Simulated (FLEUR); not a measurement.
NaCl:

```
Cl Na
1.0
     0.00000    2.79406    2.79406
     2.79406    0.00000    2.79406
     2.79406    2.79406    0.00000
Cl Na
1 1
Direct
  0.50000 0.50000 0.50000
  0.00000 0.00000 0.00000
```

The cell is a database's computed one.

Base run:

```yaml
Program: FLEUR MaX-R8.1 (later development tree)
Functional: PBEsol
Potentials_or_basis: all-electron
Basis: FLAPW
Kmax: 4.1 1/bohr
k_mesh: 8 × 8 × 8
Occupations: fermi-dirac, width 0.05 eV
Spin: no spin polarisation
```

Its results: band gap on the k mesh 5.04 eV, direct.

**Question.** After a change of settings the same cell gave: band gap on the k mesh 5.24 eV, direct. Which change was it?
A. functional from PBEsol to LDA
B. functional from PBEsol to SCAN
C. functional from PBEsol to BLYP

**Answer.** C.

Not every run made on this cell is shown here.
